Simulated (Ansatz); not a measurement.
# SnGe2: what a guessed cell relaxes into

The task: take a trial cell of SnGe2 to zero force and stress.

Program: Ansatz 0.2.0. Level of theory: DFT PBE, scalar-relativistic, plane waves, PAW. These are calculated values, not measurements.

## (1) The system as given

Symmetry: Fm-3m, No. 225, cubic system. Conventional cell: a = 6.409 Å, b = 6.409 Å, c = 6.409 Å, α = 90.00°, β = 90.00°, γ = 90.00°. Sn (site symmetry m-3m) is surrounded by 8 Ge at 2.78 Å. Ge (site symmetry -43m) is surrounded by 4 Sn at 2.78 Å.

Coordinates:

```
Sn Ge
1.0
     0.00000    3.20454    3.20454
     3.20454    0.00000    3.20454
     3.20454    3.20454    0.00000
Sn Ge
1 2
Cartesian
  0.0000 0.0000 0.0000
  1.6023 1.6023 1.6023
  4.8068 4.8068 4.8068
```

A structure generator made this guess: random cell by space group and Wyckoff sites (Fm-3m, No. 225). Its size is a rough estimate.

## (2) Probe: one point on a coarse mesh

The input, input.yaml:

```yaml
crystal:
  lattice:
    - [0.0, 3.20454404, 3.20454404]
    - [3.20454404, 0.0, 3.20454404]
    - [3.20454404, 3.20454404, 0.0]
  atoms:
    - { symbol: Sn, position: [0.0, 0.0, 0.0] }
    - { symbol: Ge, position: [0.25, 0.25, 0.25] }
    - { symbol: Ge, position: [0.75, 0.75, 0.75] }
basis:
  ecutwfc: 420
kpoints:
  mp_grid: { grid: [6, 6, 6] }
hamiltonian:
  xc: pbe
scf:
  occupations: { method: gaussian, width: 0.1 }
  lower_state_search: "off"
output:
  forces: true
  stress: true
  eigenvalues: true
```

Started as:

```console
ansatz run input.yaml --threads 1 --pin off --max-ram 2048MiB --backend cpu --events-out ev --progress --plain --runs-dir out
```

The log of the run, shortened:

```text
Warning: RAYON_NUM_THREADS=1 ignored (pool sized by the plan → 1); use --threads N
[...]
Pseudopotentials: kind: paw
Pseudopotential: Sn, paw, valence charge 14, recommended cutoff 420 eV (normal), Sn.paw.azcp
Pseudopotential: Ge, paw, valence charge 14, recommended cutoff 420 eV (normal), Ge.paw.azcp
Functional definition: PBE
[...]
Crystal: 3 atoms, lattice volume = 65.816 Å³
Basis set: ecut = 420 eV, 1243 PW (Γ), exchange–correlation on 64×64×64 points (8 copies of the dense FFT grid, shifted against one another)
Bands: 26, of which v1, the nominal top of the filled ones, is band 21 counted from 1 (20 counted from 0)
Symmetry: 48 space group operations
Space group: Fm-3m (ITA 225), of the structure as read, at distance tolerance 4.0e-5 Å
k-points: 16 of 216
[...]
SCF iter   1: F=—  HF=-14612.672019 eV  |F-HF|=—  |Δ(HF+E_count)|=         —  Δρ=1.68e-3  dr2=2.07e-3  ethr=1.77e-3  ⟨swp⟩=5.6  Hψ=1724  notcnv=0
[...]
SCF iter   6: F=-14612.670528 eV  HF=-14612.670528 eV  |F-HF|=1.44e-7  |Δ(HF+E_count)|=   9.00e-7  Δρ=1.56e-5  dr2=9.27e-8  ethr=2.38e-10  ⟨swp⟩=5.6  Hψ=1904  notcnv=0
[...]
SCF converged after 6 iterations
Free energy (F): -14612.670528 eV
[...]
E sigma→0 (E₀):  -14612.661871 eV
Entropy (-TS):   -0.017314 eV (-5.771 meV/atom)
Fermi energy:    10.841922 eV
[...]
--- Forces (eV/Å), atoms counted from 1 ---
  atom   1  Sn    -0.00000000     0.00000000     0.00000000
  atom   2  Ge     0.00000000     0.00000000     0.00000000
  atom   3  Ge    -0.00000000    -0.00000000    -0.00000000
[...]
--- Stress (GPa, compression-positive) ---
       12.484746       0.000000      -0.000000
       -0.000000      12.484746      -0.000000
        0.000000       0.000000      12.484746
  P = ⅓ Tr σ = 12.4847 GPa (124.847 kbar)
--- Band table (eV; the first three rows and the last of 16) ---
  k-point 0: bands = ["-13.9187", "-13.9187", "-13.9036", "-13.9036", "-13.9036", "-13.8742", "-13.8742", "-13.8742", "-13.8363", "-13.8363", "-10.8550", "-10.8550", "-10.8550", "-10.8016", "-10.8016", "-2.0468", "5.5233", "9.4240", "9.4240", "9.4240", "9.9153", "10.1163", "10.1163", [...]
[...]
```

Run time: 1.3 s. Hardware: 1 thread of Intel Xeon Platinum 8488C (Sapphire Rapids), shared host; peak memory 0.48 GiB.

The probe gives pressure 12.5 GPa, largest force 0.00 eV/Å, gap on this mesh none (metal). A guess like this is first relaxed loosely on the coarse mesh.

## (3) A loose first relaxation

Edit input.yaml of step 2 so:

```diff
@@ -22 +22,6 @@
   eigenvalues: true
+relax:
+  adjacent_minimum: "off"
+  f_tol: 0.04
+  max_steps: 70
+  cell: { stress_tol: 0.4 }
```

Started as:

```console
ansatz run input.yaml --threads 1 --pin off --max-ram 2048MiB --backend cpu --events-out ev --progress --plain --runs-dir out
```

The log of the run:

```text
Warning: RAYON_NUM_THREADS=1 ignored (pool sized by the plan → 1); use --threads N
Engine: ansatz 0.2.0, x86_64-unknown-linux-gnu
[... 4 set-up lines as earlier in the session ...]
  parameter kappa = 0.804
  parameter beta = 0.06672455060314922
  exchange = pbe_x(kappa = kappa, mu = beta*pi^2/3)
  correlation = pbe_c(beta = beta)
Crystal: 3 atoms, lattice volume = 65.816 Å³
Basis set: ecut = 420 eV, 1243 PW (Γ), exchange–correlation on 64×64×64 points (8 copies of the dense FFT grid, shifted against one another)
Bands: 26, of which v1, the nominal top of the filled ones, is band 21 counted from 1 (20 counted from 0)
[... 2 set-up lines as earlier in the session ...]
k-points: 16 of 216
Non-local potential: Sn, projectors of the file, l = 0: 2, l = 1: 2, l = 2: 2, l = 3: 2
Non-local potential: Ge, projectors of the file, l = 0: 2, l = 1: 2, l = 2: 3, l = 3: 1
PAW form: soft (Blöchl's): semilocal exchange-correlation on the pseudo side does not see the compensation charge
PAW one-centre angular grid: Sn, 590 points (default); XC on 64 Gauss nodes
PAW one-centre angular grid: Ge, 590 points (default); XC on 64 Gauss nodes
Initial density: superposition of atomic densities (neutral atoms: chi_scale 0, normalization atom), corrected by the library's trained network
Initial wavefunctions: pseudopotential atomic-orbital guess
Functional: x = pbe(κ = 0.804, μ = 0.2195149727645171), c = pbe(β = 0.06672455060314922)
SCF iter   1: F=—  HF=-14612.672019 eV  |F-HF|=—  |Δ(HF+E_count)|=         —  Δρ=1.68e-3  dr2=2.07e-3  ethr=1.77e-3  ⟨swp⟩=5.6  Hψ=1724  notcnv=0
preconditioner: auto → LDOS  [insulator: Δε(μ)=0.259 eV  Ē_g=21.785 eV  σ=0.100 eV  W_gap=0.61  n_scr=14 (ndim 8)  ℏωp=29.7 eV  f_vac=0.035  D(μ)=3.45/eV (n_scr^D=26)  ε∞_Penn≈2.9  β→1.0]
SCF iter   2: F=—  HF=-14612.670509 eV  |F-HF|=—  |Δ(HF+E_count)|=   1.51e-3  Δρ=7.64e-4  dr2=3.48e-4  ethr=4.94e-6  ⟨swp⟩=2.8  Hψ=902  notcnv=0
SCF iter   3: F=—  HF=-14612.670598 eV  |F-HF|=—  |Δ(HF+E_count)|=   8.84e-5  Δρ=5.07e-4  dr2=1.52e-4  ethr=8.30e-7  ⟨swp⟩=2.0  Hψ=749  notcnv=0
SCF iter   4: F=—  HF=-14612.670514 eV  |F-HF|=—  |Δ(HF+E_count)|=   8.33e-5  Δρ=1.18e-4  dr2=1.25e-5  ethr=3.63e-7  ⟨swp⟩=2.0  Hψ=751  notcnv=0
SCF iter   5: F=—  HF=-14612.670527 eV  |F-HF|=—  |Δ(HF+E_count)|=   1.26e-5  Δρ=7.06e-5  dr2=3.38e-6  ethr=2.99e-8  ⟨swp⟩=2.0  Hψ=751  notcnv=0
SCF iter   6: F=-14612.670528 eV  HF=-14612.670528 eV  |F-HF|=1.44e-7  |Δ(HF+E_count)|=   9.00e-7  Δρ=1.56e-5  dr2=9.27e-8  ethr=2.38e-10  ⟨swp⟩=5.6  Hψ=1904  notcnv=0
SCF 1 converged in 6 iterations: F = -14612.670528 eV  dr2 = 9.27e-8
relax step   1: F+E_penalty+E_count = -14612.67052795 eV  Δ(F+E_penalty+E_count) = +0.000e0 eV  max|allowed force component| = 2.005e-17 eV/Å  Δτ_max = 0.0000 Å  P = +12.485 GPa  Ω = 65.816 Å³  (6 SCF iters, dr2 threshold 1.00e-7 eV, accepted)
Crystal: 3 atoms, lattice volume = 75.918 Å³
Basis set: ecut = 420 eV, 1459 PW (Γ), exchange–correlation on 64×64×64 points (8 copies of the dense FFT grid, shifted against one another)
Initial density: handed on by an earlier stage of this run
Initial wavefunctions: those handed on with the density
iter 1 solved again at ethr=3.15e-5 eV; its pass at ethr=3.10e-3 eV (dr2=1.32e-2 eV) is discarded
SCF iter   1: F=—  HF=-14613.078158 eV  |F-HF|=—  |Δ(HF+E_count)|=         —  Δρ=3.81e-3  dr2=1.34e-2  ethr=3.15e-5  ⟨swp⟩=1.0  Hψ=2388  notcnv=0
preconditioner: auto → LDOS  [insulator: Δε(μ)=0.169 eV  Ē_g=21.276 eV  σ=0.100 eV  W_gap=0.74  n_scr=14 (ndim 8)  ℏωp=27.6 eV  f_vac=0.070  D(μ)=1.12/eV (n_scr^D=8)  ε∞_Penn≈2.7  β→1.0]
SCF iter   2: F=—  HF=-14613.077821 eV  |F-HF|=—  |Δ(HF+E_count)|=   3.37e-4  Δρ=6.42e-4  dr2=4.40e-4  ethr=3.15e-5  ⟨swp⟩=2.0  Hψ=493  notcnv=0
SCF iter   3: F=—  HF=-14613.077983 eV  |F-HF|=—  |Δ(HF+E_count)|=   1.62e-4  Δρ=2.62e-4  dr2=3.89e-5  ethr=1.05e-6  ⟨swp⟩=2.0  Hψ=757  notcnv=0
SCF iter   4: F=—  HF=-14613.077971 eV  |F-HF|=—  |Δ(HF+E_count)|=   1.21e-5  Δρ=1.27e-4  dr2=8.64e-6  ethr=9.25e-8  ⟨swp⟩=2.0  Hψ=759  notcnv=0
SCF iter   5: F=—  HF=-14613.077963 eV  |F-HF|=—  |Δ(HF+E_count)|=   8.16e-6  Δρ=4.00e-5  dr2=1.13e-6  ethr=2.06e-8  ⟨swp⟩=2.0  Hψ=758  notcnv=0
SCF iter   6: F=-14613.077962 eV  HF=-14613.077962 eV  |F-HF|=2.51e-8  |Δ(HF+E_count)|=   6.13e-7  Δρ=5.61e-6  dr2=2.14e-8  ethr=7.14e-10  ⟨swp⟩=6.1  Hψ=1819  notcnv=0
SCF 2 converged in 6 iterations: F = -14613.077962 eV  dr2 = 2.14e-8
relax step   2: F+E_penalty+E_count = -14613.07796219 eV  Δ(F+E_penalty+E_count) = -4.074e-1 eV  max|allowed force component| = 1.974e-16 eV/Å  Δτ_max = 0.0000 Å  P = +1.655 GPa  Ω = 75.918 Å³  energy of the carried Pulay correction = -2.339e-3 eV  (6 SCF iters, dr2 threshold 3.00e-7 eV, accepted)
Crystal: 3 atoms, lattice volume = 77.739 Å³
Basis set: ecut = 420 eV, 1471 PW (Γ), exchange–correlation on 64×64×64 points (8 copies of the dense FFT grid, shifted against one another)
iter 1 solved again at ethr=7.86e-7 eV; its pass at ethr=3.10e-3 eV (dr2=3.30e-4 eV) is discarded
SCF iter   1: F=—  HF=-14613.088792 eV  |F-HF|=—  |Δ(HF+E_count)|=         —  Δρ=5.81e-4  dr2=3.40e-4  ethr=7.86e-7  ⟨swp⟩=2.0  Hψ=2471  notcnv=0
preconditioner: auto → LDOS  [insulator: Δε(μ)=0.140 eV  Ē_g=21.181 eV  σ=0.100 eV  W_gap=0.66  n_scr=14 (ndim 8)  ℏωp=27.3 eV  f_vac=0.064  D(μ)=1.17/eV (n_scr^D=8)  ε∞_Penn≈2.7  β→1.0]
SCF iter   2: F=—  HF=-14613.088790 eV  |F-HF|=—  |Δ(HF+E_count)|=   2.09e-6  Δρ=9.96e-5  dr2=1.31e-5  ethr=7.86e-7  ⟨swp⟩=2.0  Hψ=493  notcnv=0
SCF iter   3: F=—  HF=-14613.088787 eV  |F-HF|=—  |Δ(HF+E_count)|=   2.93e-6  Δρ=5.88e-5  dr2=2.31e-6  ethr=3.13e-8  ⟨swp⟩=2.0  Hψ=758  notcnv=0
SCF iter   4: F=—  HF=-14613.088785 eV  |F-HF|=—  |Δ(HF+E_count)|=   2.15e-6  Δρ=1.76e-5  dr2=1.82e-7  ethr=7.14e-10  ⟨swp⟩=3.9  Hψ=1959  notcnv=0
SCF iter   5: F=-14613.088785 eV  HF=-14613.088785 eV  |F-HF|=4.33e-9  |Δ(HF+E_count)|=   1.02e-7  Δρ=3.36e-6  dr2=9.37e-9  ethr=4.33e-10  ⟨swp⟩=5.1  Hψ=1764  notcnv=0
SCF 3 converged in 5 iterations: F = -14613.088785 eV  dr2 = 9.37e-9
relax step   3: F+E_penalty+E_count = -14613.08878508 eV  Δ(F+E_penalty+E_count) = -1.082e-2 eV  max|allowed force component| = 1.789e-16 eV/Å  Δτ_max = 0.0000 Å  P = +0.342 GPa  Ω = 77.739 Å³  energy of the carried Pulay correction = -2.726e-3 eV  (5 SCF iters, dr2 threshold 3.00e-7 eV, accepted)
Basis set: ecut = 420 eV, 1471 PW (Γ), exchange–correlation on 72×72×72 points (8 copies of the dense FFT grid, shifted against one another)
Initial wavefunctions: pseudopotential atomic-orbital guess (no wavefunctions were taken with the density)
iter 1 solved again at ethr=9.08e-7 eV; its pass at ethr=3.10e-3 eV (dr2=3.81e-4 eV) is discarded
SCF iter   1: F=—  HF=-14613.030234 eV  |F-HF|=—  |Δ(HF+E_count)|=         —  Δρ=2.70e-3  dr2=2.62e-4  ethr=9.08e-7  ⟨swp⟩=2.4  Hψ=2619  notcnv=0
preconditioner: auto → none  [insulator: Δε(μ)=0.139 eV  Ē_g=21.189 eV  σ=0.100 eV  W_gap=0.65  n_scr=14 (ndim 8)  ℏωp=27.3 eV  f_vac=0.061  D(μ)=1.11/eV (n_scr^D=0)  ε∞_Penn≈2.7]
SCF iter   2: F=—  HF=-14613.075332 eV  |F-HF|=—  |Δ(HF+E_count)|=   4.51e-2  Δρ=1.35e-3  dr2=4.47e-5  ethr=6.23e-7  ⟨swp⟩=2.1  Hψ=522  notcnv=0
preconditioner: auto → LDOS  [insulator: Δε(μ)=0.138 eV  Ē_g=21.178 eV  σ=0.100 eV  W_gap=0.65  n_scr=14 (ndim 8)  ℏωp=27.3 eV  f_vac=0.061  D(μ)=1.15/eV (n_scr^D=8)  ε∞_Penn≈2.7  β→1.0]
SCF iter   3: F=—  HF=-14613.091811 eV  |F-HF|=—  |Δ(HF+E_count)|=   1.65e-2  Δρ=3.21e-4  dr2=2.27e-5  ethr=1.06e-7  ⟨swp⟩=3.7  Hψ=805  notcnv=0
SCF iter   4: F=—  HF=-14613.092712 eV  |F-HF|=—  |Δ(HF+E_count)|=   9.00e-4  Δρ=7.33e-5  dr2=4.19e-6  ethr=5.40e-8  ⟨swp⟩=2.0  Hψ=749  notcnv=0
SCF iter   5: F=—  HF=-14613.092718 eV  |F-HF|=—  |Δ(HF+E_count)|=   6.26e-6  Δρ=1.70e-5  dr2=2.49e-7  ethr=9.97e-9  ⟨swp⟩=2.0  Hψ=759  notcnv=0
SCF iter   6: F=—  HF=-14613.092719 eV  |F-HF|=—  |Δ(HF+E_count)|=   1.26e-6  Δρ=3.38e-6  dr2=1.12e-8  ethr=5.92e-10  ⟨swp⟩=2.0  Hψ=751  notcnv=0
SCF iter   7: F=-14613.092719 eV  HF=-14613.092719 eV  |F-HF|=1.53e-9  |Δ(HF+E_count)|=   1.77e-9  Δρ=7.32e-7  dr2=3.28e-10  ethr=4.57e-12  ⟨swp⟩=5.0  Hψ=1490  notcnv=0
SCF 4 converged in 7 iterations: F = -14613.092719 eV  dr2 = 3.28e-10
relax step   4: F+E_penalty+E_count = -14613.09271913 eV  Δ(F+E_penalty+E_count) = -3.934e-3 eV  max|allowed force component| = 1.850e-16 eV/Å  Δτ_max = 0.0000 Å  P = +0.417 GPa  Ω = 77.739 Å³  stress off target by 4.17e-1 GPa  SCF on the basis re-selected at this cell (its energy is not comparable with the rows above)  (7 SCF iters)
basis re-selected at this cell: Δ(F+E_penalty+E_count) = -3.934e-3 eV, ΔP = +0.075 GPa vs the last step (what re-selecting the basis moved, of the pressure what is left beyond the Pulay correction that the steps carried, after the strain that the cell walked since its last selection, with what the two solves' SCF thresholds leave and, on support functions, any second-order correction that the steps lacked; it is no measure of the basis error at this ecutwfc). The dense FFT grid was sized anew with the basis: this SCF ran on 36×36×36 points, the steps before it on 32×32×32, so part of this shift can come from that change (see relax.cell in the input reference). This SCF's stress stands 4.17e-1 GPa from its target on what of the cell is left free (relax.cell.stress_tol is 4.00e-1 GPa) and its largest allowed force component is 1.85e-16 eV/Å (relax.f_tol is 4.00e-2 eV/Å): not within both, so this SCF does not close the relaxation
Crystal: 3 atoms, lattice volume = 78.380 Å³
iter 1 solved again at ethr=1.13e-7 eV; its pass at ethr=3.10e-3 eV (dr2=4.77e-5 eV) is discarded
SCF iter   1: F=—  HF=-14613.093439 eV  |F-HF|=—  |Δ(HF+E_count)|=         —  Δρ=1.94e-4  dr2=3.90e-5  ethr=1.13e-7  ⟨swp⟩=2.9  Hψ=2152  notcnv=0
preconditioner: auto → LDOS  [insulator: Δε(μ)=0.134 eV  Ē_g=21.154 eV  σ=0.100 eV  W_gap=0.64  n_scr=14 (ndim 8)  ℏωp=27.2 eV  f_vac=0.059  D(μ)=1.18/eV (n_scr^D=8)  ε∞_Penn≈2.7  β→1.0]
SCF iter   2: F=—  HF=-14613.093435 eV  |F-HF|=—  |Δ(HF+E_count)|=   3.87e-6  Δρ=3.45e-5  dr2=1.63e-6  ethr=9.29e-8  ⟨swp⟩=2.0  Hψ=483  notcnv=0
SCF iter   3: F=-14613.093435 eV  HF=-14613.093435 eV  |F-HF|=1.02e-7  |Δ(HF+E_count)|=   5.43e-7  Δρ=1.15e-5  dr2=9.34e-8  ethr=7.14e-10  ⟨swp⟩=7.2  Hψ=1901  notcnv=0
SCF 5 converged in 3 iterations: F = -14613.093435 eV  dr2 = 9.34e-8
relax step   5: F+E_penalty+E_count = -14613.09343523 eV  Δ(F+E_penalty+E_count) = -7.161e-4 eV  max|allowed force component| = 1.604e-16 eV/Å  Δτ_max = 0.0000 Å  P = +0.004 GPa  Ω = 78.380 Å³  energy of the carried Pulay correction = -1.204e-4 eV  (3 SCF iters, dr2 threshold 3.00e-7 eV, accepted)
iter 1 solved again at ethr=2.34e-7 eV; its pass at ethr=3.10e-3 eV (dr2=9.83e-5 eV) is discarded
SCF iter   1: F=—  HF=-14613.093581 eV  |F-HF|=—  |Δ(HF+E_count)|=         —  Δρ=1.26e-5  dr2=1.13e-7  ethr=2.34e-7  ⟨swp⟩=2.4  Hψ=2642  notcnv=0
preconditioner: auto → LDOS  [insulator: Δε(μ)=0.133 eV  Ē_g=21.154 eV  σ=0.100 eV  W_gap=0.64  n_scr=14 (ndim 8)  ℏωp=27.2 eV  f_vac=0.059  D(μ)=1.18/eV (n_scr^D=8)  ε∞_Penn≈2.7  β→1.0]
SCF iter   2: F=—  HF=-14613.093578 eV  |F-HF|=—  |Δ(HF+E_count)|=   3.07e-6  Δρ=5.14e-6  dr2=3.45e-8  ethr=2.70e-10  ⟨swp⟩=2.9  Hψ=803  notcnv=0
SCF iter   3: F=-14613.093578 eV  HF=-14613.093578 eV  |F-HF|=7.00e-10  |Δ(HF+E_count)|=   1.57e-8  Δρ=1.62e-6  dr2=1.36e-9  ethr=4.57e-12  ⟨swp⟩=3.9  Hψ=1891  notcnv=0
SCF 6 converged in 3 iterations: F = -14613.093578 eV  dr2 = 1.36e-9
relax step   6: F+E_penalty+E_count = -14613.09357809 eV  Δ(F+E_penalty+E_count) = -1.429e-4 eV  max|allowed force component| = 1.326e-16 eV/Å  Δτ_max = 0.0000 Å  P = +0.002 GPa  Ω = 78.380 Å³  stress off target by 2.26e-3 GPa  SCF on the basis re-selected at this cell (its energy is not comparable with the rows above)  (3 SCF iters)
basis re-selected at this cell: Δ(F+E_penalty+E_count) = -1.429e-4 eV, ΔP = -0.001 GPa vs the last step (what re-selecting the basis moved, of the pressure what is left beyond the Pulay correction that the steps carried, after the strain that the cell walked since its last selection, with what the two solves' SCF thresholds leave and, on support functions, any second-order correction that the steps lacked; it is no measure of the basis error at this ecutwfc). This SCF's stress stands 2.26e-3 GPa from its target on what of the cell is left free (relax.cell.stress_tol is 4.00e-1 GPa) and its largest allowed force component is 1.33e-16 eV/Å (relax.f_tol is 4.00e-2 eV/Å): within both
SCF converged after 3 iterations
Free energy (F): -14613.093578 eV
Harris-Foulkes:  -14613.093578 eV  (|F-HF|=7.00e-10)
Internal energy: -14613.087664 eV  (E = F + TS)
E sigma→0 (E₀):  -14613.090621 eV
Entropy (-TS):   -0.005914 eV (-1.971 meV/atom)
Fermi energy:    8.403504 eV
--- Per-component energies (eV) ---
  E_band       = -413.528666
  E_kinetic    = 405.057251
  E_local      = -5850.564666  (includes V_loc(G=0)·N_el)
  E_nonlocal   = 796.570960
  E_hartree    = 2712.386564
  E_xc         = -532.107391
  E_vxc        = -222.837230  (∫ρ·V_xc dr)
  E_paw        = -8168.202393  (= ΣΔE_a)
  E_vpaw       = -966.527651  (= ΣTr[D̂ρ^β])
  E_aug_tail   = 0.000861  (compensation charges beyond the density's cutoff)
  E_ewald      = -3976.228849
  E_smearing   = -0.005914  (= −TS)
  E_closure    = 0.000000  (closes the sum)
  Σ components = -14613.093578   (vs F -14613.093578, Δ=0.00e0)
--- Forces (eV/Å), atoms counted from 1 ---
  atom   1  Sn    -0.00000000     0.00000000    -0.00000000
  atom   2  Ge     0.00000000    -0.00000000    -0.00000000
  atom   3  Ge    -0.00000000     0.00000000     0.00000000
  max |Σ_I F_I| component: 1.85e-17 eV/Å
--- Stress (GPa, compression-positive) ---
        0.002263      -0.000000      -0.000000
       -0.000000       0.002263       0.000000
       -0.000000      -0.000000       0.002263
  P = ⅓ Tr σ = 0.0023 GPa (0.023 kbar)
--- Band table (eV; the first three rows and the last of 16) ---
  k-point 0: bands = ["-16.2945", "-16.2945", "-16.2870", "-16.2870", "-16.2870", "-16.2711", "-16.2711", "-16.2711", "-16.2506", "-16.2506", "-13.0062", "-13.0062", "-13.0062", "-12.9789", "-12.9789", "-3.1413", "2.6752", "6.3083", "7.3282", "7.3282", "7.3282", "7.9052", "7.9052", "7.9052", "11.6123", "11.6123"]
  k-point 1: bands = ["-16.2915", "-16.2915", "-16.2866", "-16.2860", "-16.2860", "-16.2722", "-16.2722", "-16.2715", "-16.2536", "-16.2536", "-13.0069", "-13.0049", "-13.0049", "-12.9791", "-12.9791", "-2.8907", "2.1967", "4.8831", "6.8199", "6.8199", "7.2528", "8.3177", "8.3177", "10.2135", "11.5096", "11.5096"]
  k-point 2: bands = ["-16.2843", "-16.2835", "-16.2835", "-16.2828", "-16.2828", "-16.2750", "-16.2750", "-16.2737", "-16.2615", "-16.2615", "-13.0084", "-13.0024", "-13.0024", "-12.9793", "-12.9793", "-2.1560", "0.8171", "3.8768", "6.3732", "6.3732", "7.6122", "8.2729", "8.2729", "11.2979", "12.3944", "12.3944"]
  k-point 15: bands = ["-16.2877", "-16.2869", "-16.2814", "-16.2806", "-16.2792", "-16.2781", "-16.2775", "-16.2710", "-16.2640", "-16.2563", "-13.0106", "-13.0009", "-12.9960", "-12.9816", "-12.9789", "-0.3473", "0.5187", "0.5444", "4.2586", "6.0531", "8.9201", "8.9365", "11.9431", "12.2097", "12.4624", "14.0059"]
--- Relaxed structure (4 steps of the walk, 4 accepted, 2 SCFs on fresh bases) ---
  F+E_penalty+E_count = -14613.09357809 eV   max|allowed force component| = 1.326e-16 eV/Å   (the final SCF, on the basis selected at the relaxed cell)
  cell:  # Å, volume = 78.3804 Å³
    - [8.375517912371782e-34, 3.3967156208129086, 3.3967156208129086]
    - [3.3967156208129086, -4.108143834821723e-34, 3.3967156208129086]
    - [3.3967156208129086, 3.3967156208129086, -8.152595252632945e-34]
  atoms:
    - { symbol: Sn, position: [-1.8217802817039171e-34, 2.7775367181533945e-34, -1.9094260684525593e-34] }
    - { symbol: Ge, position: [0.25, 0.25, 0.25] }
    - { symbol: Ge, position: [0.7499999999999999, 0.7499999999999999, 0.7499999999999999] }
```

Run time: 8.1 s. Hardware: 1 thread of Intel Xeon Platinum 8488C (Sapphire Rapids), shared host; peak memory 0.52 GiB.

The steps of the relaxation:

```csv
step,E - E(step 1) (eV/cell),largest force component (eV/Å),pressure (GPa),volume (Å³)
1,0.0000,0.0000,12.48,65.82
2,-0.4074,0.0000,1.65,75.92
3,-0.4183,0.0000,0.34,77.74
4,-0.4222,0.0000,0.42,77.74
5,-0.4229,0.0000,0.00,78.38
6,-0.4230,0.0000,0.00,78.38
```

Step 1 is the start. Steps 4, 6 each repeat the geometry before them on a plane-wave basis chosen anew, so the energy can jump there without any move.

Lengths and angles in the start's conventional setting:

|  | before | after | change |
| --- | --- | --- | --- |
| a (Å) | 6.409 | 6.793 | +6.0 % |
| b (Å) | 6.409 | 6.793 | +6.0 % |
| c (Å) | 6.409 | 6.793 | +6.0 % |
| volume (Å³/atom) | 21.94 | 26.13 | +19.1 % |
| shortest distance (Å) | 2.775 | 2.942 | +6.0 % |
| space group (0.01 Å) | Fm-3m | Fm-3m | same |

Forces and stress were held to the start's 48 operations: a distortion of lower symmetry was not tested.

[end of part 1 of 2]
